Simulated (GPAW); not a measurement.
Runs of GPAW 26.7.0 on SiC (Moissanite). Symmetry: P6_3mc, No. 186, hexagonal system. Conventional cell: a = 3.076 Å, b = 3.076 Å, c = 5.048 Å, α = 90.00°, β = 90.00°, γ = 120.00°. Around Si (site symmetry 3m) lie 4 C at 1.87 to 1.94 Å. C (site symmetry 3m) has 4 Si at 1.87 to 1.94 Å as nearest neighbours. 

```csv
task,level,potentials or basis,cell,k mesh,cutoff (eV),maxiter,optimizer,fmax,max steps,older calculator (legacy_gpaw),gap on the mesh (eV),pressure (GPa),largest force (eV/Å)
electron localisation function,SOGGA,"PAW data sets generated in the run's folder for this functional, pw",as given,10 × 10 × 5,800,150,-,-,-,-,2.32,(b),0.76
single point,LDA,"the program's PAW data sets (release 1.2.1) made for this functional, pw",as given,8 × 8 × 4,600,80,-,-,-,-,2.47,-2.6,0.75
relaxation of cell and atoms,BP86+D4,"PAW data sets generated in the run's folder for this functional, pw",relaxed,7 × 7 × 4,800,150,LBFGS,0.02 eV/Å,60,-,2.66,0.0,0.01
band structure,optB88-vdW,"GPAW PAW data sets (gpaw-data 1.2.1), pw",as given,7 × 7 × 4,800,150,-,-,-,yes,-,-,(a)
band structure,r2SCAN,"GPAW PAW data sets (gpaw-data 1.2.1), pw",as given,7 × 7 × 4,800,150,-,-,-,-,-,1.3,0.77
```

Alike in all rows: no spin polarisation; smearing fermi-dirac 0.05 eV.

**Question.** Estimate the missing entries.

**Answer.** (a) 0.78; (b) 1.2.

Caveats: an odd mesh through Γ misses points on the zone boundary, where band edges often lie (some runs); the PAW data sets were made with another functional, which shifts forces and pressure a little (some runs); the cutoff is short for stress and forces, so pressures can be off by a GPa or more (some runs); later steps reuse the first step's grids (some runs).

Runs at the PBE level aren't shown here.
